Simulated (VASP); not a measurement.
Here is a VASP 6.6.1 calculation.

Contents of INCAR:

```
  PREC = Accurate
  ENCUT = 520
  EDIFF = 1E-7
  ISMEAR = 0
  SIGMA = 0.1
  LREAL = False
  LASPH = True
  NELM = 100
  ALGO = Fast
  ISIF = 2
  LWAVE = False
  LCHARG = False
  GGA = PE
  NBANDS = 14
```

KPOINTS

```
Automatic mesh
0
Gamma
  15 15 8
```

Contents of POSCAR:

```
TiAl
1.0
    2.8672622327      0.0000000000      0.0000000000
   -1.4336311163      2.4831219328      0.0000000000
    0.0000000000      0.0000000000      4.6780830000
Ti Al
1 1
Direct
   -0.0517301681     -0.0871241952      0.0122315059
    0.3333333300      0.6666666700      0.5000000000
```

Potentials or basis: VASP PAW PBE potentials, release 64 (Ti_sv, Al).

The run is started by

```sh
$ cat potpaw_PBE.64/Ti_sv/POTCAR potpaw_PBE.64/Al/POTCAR > POTCAR
$ mpirun -np 1 vasp_std > vasp.out
```

Task: What does it give for the band gap on the k mesh?

Result: None (metal or under the smearing width).

Task: Estimate the largest force.

Result: 0.516 eV/Å.

Task: Estimate the pressure.

Result: 0.6 GPa.

Forces on the atoms (eV/Å):
```
Ti   0.070  0.306 -0.409
Al  -0.070 -0.306  0.409
```
